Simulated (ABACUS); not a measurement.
## Al: equation of state with PBE

**Experimental background.**

“The interpretation of polycrystalline coherent inelastic neutron scattering from aluminium”, 2013, pmc:3831299 quotes, for a bulk crystal of Al: bulk modulus 76.9 GPa.

Crystal: Al.

```
CELL_PARAMETERS angstrom
0.00000 2.02481 2.02481
2.02481 0.00000 2.02481
2.02481 2.02481 0.00000
ATOMIC_POSITIONS crystal
Al 0.00000 0.00000 0.00000
```

| Item | Value |
| --- | --- |
| Program | ABACUS 3.10.1 |
| Task | equation of state |
| Functional | PBE |
| Potentials or basis | PseudoDojo NC SR 0.4.1 PBE standard |
| Cutoff | 1361 eV |
| Density cutoff | 5442 eV |
| Basis | DZP LCAO (the cutoffs set its grid) |
| k mesh | 11 × 11 × 11 |
| Occupations | fermi-dirac, width 0.05 eV |
| Spin | no spin polarisation |
| Orbital files | Al Al_confined-atom_8au_2s2p1d.orb |
| Radial cutoff of the potentials (pseudo_rcut) | 10 bohr |
| SCF threshold on the density | 1e-07 |
| Max SCF steps | 100 |
| Eigensolver | genelpa |
| Mixing | broyden |
| Mixing share | 0.7 |
| Symmetry key | 1 |
| Bands | 6 |

```json
{
  "Equilibrium volume": "16.56 Å³/atom",
  "Bulk modulus": "80 GPa",
  "Pressure derivative of the bulk modulus": "4.6"
}
```

Energy against volume, from the lowest point:
| volume (Å³/atom) | energy (meV/atom) |
| --- | --- |
| 15.607 | 15.26 |
| 15.939 | 6.22 |
| 16.271 | 1.27 |
| 16.603 | 0.00 |
| 16.935 | 2.01 |
| 17.267 | 6.96 |
| 17.599 | 14.53 |

All runs of the series together: 20 s on 4 threads of AMD EPYC 7B13 (Zen 3) (shared host).

A measured bulk modulus of Al is 76.9 GPa (quoted in “The interpretation of polycrystalline coherent inelastic neutron scattering from aluminium”, 2013, pmc:3831299); the calculated 80 GPa misses it by +4.1 %. The fit is for a static lattice scaled at fixed shape and fixed fractional positions.

Caveat: the atomic orbitals were generated for these runs and aren't a published set; the basis of atomic orbitals isn't converged, which shifts pressures, moduli and gaps.
